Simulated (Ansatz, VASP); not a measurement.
## Ti: VASP beside Ansatz

File POSCAR:

```
Ti
1.0
   -1.5917700000      1.5917700000      1.5917700000
    1.5917700000     -1.5917700000      1.5917700000
    1.5917700000      1.5917700000     -1.5917700000
Ti
1
Direct
    0.0000000000      0.0000000000      0.0000000000
```

Contents of INCAR.step1:

```
ALGO = Normal ; EDIFF = 1E-4
ENCUT = 520 ; GGA = PE
ISMEAR = 0 ; LASPH = T
LCHARG = F ; LREAL = F
LWAVE = T ; NBANDS = 12
NELM = 100 ; PREC = Accurate
SIGMA = 0.15
```

The input INCAR.step2:

```
ALGO = Normal ; EDIFF = 1E-6
ENCUT = 520 ; ISIF = 2
ISMEAR = 0 ; ISTART = 1
LASPH = T ; LCHARG = F
LMIXTAU = T ; LREAL = F
LWAVE = F ; METAGGA = R2SCAN
NBANDS = 12 ; NELM = 100
PREC = Accurate ; SIGMA = 0.15
```

Contents of KPOINTS:

```
k-points
0
Gamma
  20 20 20
```

Input for Ansatz:

```yaml
crystal:
  lattice:
    - [-1.59177, 1.59177, 1.59177]
    - [1.59177, -1.59177, 1.59177]
    - [1.59177, 1.59177, -1.59177]
  atoms:
    - { symbol: Ti, position: [0.0, 0.0, 0.0] }
basis:
  ecutwfc: 500
kpoints:
  mp_grid: { grid: [20, 20, 20] }
hamiltonian:
  xc: r2scan
scf:
  occupations: { method: gaussian, width: 0.15 }
output:
  forces: true
  stress: true
  eigenvalues: true
```

Change from the starting cell: strain -0.030 along x and y, -0.030 along z, atoms carried along.

Alike in both runs: task single point; functional r2SCAN; k mesh 20 × 20 × 20; occupations gaussian, width 0.15 eV; no spin polarisation.

|  | VASP | Ansatz |
| --- | --- | --- |
| version | VASP 6.6.1 | Ansatz 0.2.0 |
| potentials or method | VASP PAW PBE potentials, release 64 (Ti_sv) | scalar-relativistic, plane waves, PAW |
| plane-wave cutoff (eV) | 520 | 500 |
| valence electrons in the cell | 12 | 12 |

Ansatz gave:

- gap on the k mesh at the Fermi level (eV): none
- pressure (GPa): 8.0

Q: Estimate VASP's values.

A: gap on the k mesh at the Fermi level (eV): none; pressure (GPa): 8.4.

A gap of «none» marks a metal or a gap that the smearing closes. The functional is the same, so the differences come from potentials, cutoffs and numerics.

Caveats: the PAW data sets were made with another functional, which shifts forces and pressure a little (VASP).
